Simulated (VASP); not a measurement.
Input of a VASP 6.6.1 run:

The input INCAR:

```
SYSTEM = K
PREC = Accurate
ENCUT = 520
EDIFF = 1E-6
ISMEAR = 0
SIGMA = 0.15
LREAL = .FALSE.
LASPH = .TRUE.
NELM = 100
ALGO = Fast
ISIF = 2
LWAVE = .FALSE.
LCHARG = .TRUE.
GGA = PE
LELF = .TRUE.
LVHAR = .TRUE.
NBANDS = 10
```

The input KPOINTS:

```
regular mesh
0
G
  14 14 14
  0 0 0
```

The input POSCAR:

```
K
1.0
   -2.6180000000      2.6638150000      2.6180000000
    2.6180000000     -2.6638150000      2.6180000000
    2.6180000000      2.6638150000     -2.6180000000
K
1
Direct
    0.0000000000      0.0000000000      0.0000000000
```

Potentials or basis: VASP PAW PBE potentials, release 64 (K_sv).

Command:

```sh
$ cat potpaw_PBE.64/K_sv/POTCAR > POTCAR
$ mpirun -np 1 vasp_std > vasp.out
```

Question: Predict the band gap on the k mesh.

Answer: None (metal or under the smearing width).

Question: Estimate the pressure.

Answer: 0.0 GPa.
